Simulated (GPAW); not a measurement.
**Hf: single point with PBEsol**

Crystal: Hf.

```xyz
1
Lattice="-1.8050 1.8050 1.8050 1.8050 -1.8050 1.8050 1.8050 1.8050 -1.8050" Properties=species:S:1:pos:R:3 pbc="T T T"
Hf    0.0000    0.0000    0.0000
```

This isn't the form of Hf at room conditions, which is hcp.

| Quantity | Value |
| --- | --- |
| Program | GPAW 26.7.0 |
| Task | single point |
| Functional | PBEsol |
| Potentials or basis | PAW data sets generated in the run's folder for this functional |
| Cutoff | 600 eV |
| Basis | pw |
| k mesh | 10 × 10 × 10 |
| Occupations | fermi-dirac, width 0.05 eV |
| Spin | no spin polarisation |
| Maxiter | 150 |

```yaml
Pressure: -8.7 GPa
Band_gap_on_the_k_mesh: none (metal or under the smearing width)
```

Levels at points of the mesh, in eV from the Fermi level:
| k point | band 4 | band 5 | band 6 | band 7 | band 8 | band 9 |
| --- | --- | --- | --- | --- | --- | --- |
| (0.00, 0.00, 0.00) | -30.03 | -6.84 | 1.47 | 1.47 | 1.47 | 4.10 |
| (0.50, 0.50, 0.00) | -30.03 | -3.21 | -0.42 | 0.89 | 3.90 | 4.84 |
| (0.50, 0.50, 0.50) | -30.51 | -2.36 | -2.36 | 6.38 | 6.38 | 6.38 |

Run time: 11 s on 1 thread of Arm Neoverse V2, on a shared host, peak memory 0.14 GiB.

The run has no spin-orbit coupling, so splittings on Hf are missing.
